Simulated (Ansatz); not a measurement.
HgSe: pressure and energy less free atoms against volume scale

Results calculated with Ansatz 0.2.0, not measured. Periodic Kohn-Sham DFT of a crystal at fixed atoms, scaled to volume_scale times the given cell; pressure positive in compression, energy less spherical unpolarised free atoms, largest_vzz the field gradient of largest size among the nuclei.

The cell before it is scaled or strained (space group F-43m, No. 216):
```
CELL_PARAMETERS angstrom
0.00000 3.03600 3.03600
3.03600 0.00000 3.03600
3.03600 3.03600 0.00000
ATOMIC_POSITIONS crystal
Hg 0.00000 0.00000 0.00000
Se 0.75000 0.75000 0.75000
```

Settings of every row: method all-electron LAPW; functional PBEsol; relativity scalar; k mesh 9x9x9; filling fermi-dirac; smearing width 0.02 eV; basis error target 0.25 meV/atom; nucleus gaussian.

Atom start moment: 0 on all atoms.

Limits: no spin-orbit coupling on heavy atoms.

| row | volume scale | V (Å³/atom) | pressure (GPa) | energy less free atoms (eV/atom) |
| --- | --- | --- | --- | --- |
| 1 | 0.94 | 26.305 | 5.992 | -2.369 |
| 2 | 0.96 | 26.864 | ? | ? |
| 3 | 0.98 | 27.424 | 2.955 | -2.3998 |
| 4 | 0.99 | 27.704 | 2.3 | -2.4044 |
| 5 | 1 | 27.984 | 1.683 | -2.4078 |
| 6 | 1.01 | 28.264 | 1.101 | -2.4103 |
| 7 | 1.02 | 28.543 | 0.551 | -2.4117 |
| 8 | 1.04 | 29.103 | -0.455 | -2.4118 |
| 9 | 1.06 | 29.663 | -1.35 | -2.4087 |

Question: what pressure and energy less free atoms should row 2 give?

Worked fit of pressure. Take u = (V_r/V)^(2/3) − 1 with V_r = 28.124 Å³ an atom, which is twice the finite (Eulerian) strain; such expansions in the strain, on which the Birch-Murnaghan equation of state is built, carry the rest volume and the bulk modulus. The shown rows have u = 0.04558, 0.01695, 0.01008, 0.00333, -0.0033, -0.00981, -0.02255, -0.03489. Least squares give pressure = 1.3867 + 87.777 × u + 277.63 × u² + 291 × u³ GPa; a parabola predicts inner rows, each left out in turn, worse (root mean square 0.0045 against 0.0012 GPa). The rows lie off it by 0.000, -0.001, 0.000, 0.001, 0.001, -0.001, 0.000, 0.000. The pressure vanishes at u = -0.0167, or V = 28.84 Å³ an atom, and there the bulk modulus at fixed shape and fractions is B = −V dP/dV = (2/3)(1 + u) dP/du = 51.6 GPa. The withheld row has u = 0.03103, so the fit gives 1.3867 + 87.777 × (0.03103) + 277.63 × (0.03103)² + 291 × (0.03103)³ = 4.386 GPa.

The calculation gave 4.384 GPa. The fit lies 0.002 GPa (0.027 % of the column's range) above it; its largest miss of a shown row is 0.001 GPa.

Worked fit of energy less free atoms. Take u = (V_r/V)^(2/3) − 1 with V_r = 28.124 Å³ an atom, which is twice the finite (Eulerian) strain; such expansions in the strain, on which the Birch-Murnaghan equation of state is built, carry the rest volume and the bulk modulus. The shown rows have u = 0.04558, 0.01695, 0.01008, 0.00333, -0.0033, -0.00981, -0.02255, -0.03489. Least squares give energy less free atoms = −2.40918 + 0.3635 × u + 11.056 × u² + 6.8 × u³ eV/atom; a parabola predicts inner rows, each left out in turn, worse (root mean square 0.00011 against 4.2e-05 eV/atom). All shown rows lie on it to the printed digit. Its lowest point lies at u = -0.0167, or V = 28.84 Å³ an atom, and the curvature there gives the bulk modulus at fixed shape and fractions, B = (4/9)(1 + u)² E″(u)/V = 51.2 GPa. The withheld row has u = 0.03103, so the fit gives −2.40918 + 0.3635 × (0.03103) + 11.056 × (0.03103)² + 6.8 × (0.03103)³ = -2.3871 eV/atom.

The calculation gave -2.387 eV/atom. The fit lies 0.0001 eV/atom (0.23 % of the column's range) below it, one unit of the last digit.
